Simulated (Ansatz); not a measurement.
The system is GaN.

```
Ga N
1.0
     0.00000    2.25350    2.25350
     2.25350    0.00000    2.25350
     2.25350    2.25350    0.00000
Ga N
1 1
Direct
  0.00000 0.00000 0.00000
  0.25000 0.25000 0.25000
```

The cell is a database's computed one.

```yaml
Program: Ansatz 0.2.0
Task: relaxation of cell and atoms
Functional: RPBE
Dispersion: D4
Potentials_or_basis: all-electron LAPW, scalar-relativistic
Basis_error_allowed: 0.001 eV/atom
k_mesh: 10 × 10 × 10
Occupations: fermi-dirac, width 0.05 eV
Spin: no spin polarisation
```

At the start: volume 11.44 Å³/atom.

Q: How do energy, volume and symmetry change on relaxing?

A: Over 5 steps the energy falls by 2.3 meV/atom and the volume is 11.23 Å³/atom (-1.9 %); space group F-43m (No. 216, to 0.05 Å).

Step by step:
```tsv
step	energy change (eV)	largest force (eV/Å)	volume (Å³)
1	0.0000	0.0000	22.89
2	-0.0037	0.0000	22.65
3	-0.0046	0.0000	22.45
4	-0.0046	0.0000	22.46
5	-0.0046	0.0000	22.46
```

Final structure:
```yaml
crystal:
  lattice:
    - [0.00000, 2.23934, 2.23934]
    - [2.23934, 0.00000, 2.23934]
    - [2.23934, 2.23934, 0.00000]
  atoms:
    - { symbol: Ga, position: [0.00000, 0.00000, 0.00000] }
    - { symbol: N, position: [0.25000, 0.25000, 0.25000] }
```
